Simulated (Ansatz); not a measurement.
System: In (fcc type), 1 atom in the cell.

```
In
1.0
     0.00000    2.39570    2.39570
     2.39570    0.00000    2.39570
     2.39570    2.39570    0.00000
In
1
Cartesian
  0.0000 0.0000 0.0000
```

Code and potentials: Ansatz all-electron LAPW. Settings of the plain PBE run: k-mesh 4×4×4 Γ-centred; Fermi–Dirac smearing of 0.15 eV; no spin polarisation; no spin–orbit coupling.

Plain PBE gives:

| Property | Result |
| --- | --- |
| Pressure | 2.39 GPa |

What changes under PBE with spin–orbit coupling?

The pressure goes down by 0.13 GPa to 2.26 GPa.

The k-mesh is coarse, so these values belong to this mesh and can lie far from the converged ones. This cubic structure is a model: it isn't the usual form of the substance at ambient conditions, and such phases are metastable or hypothetical.
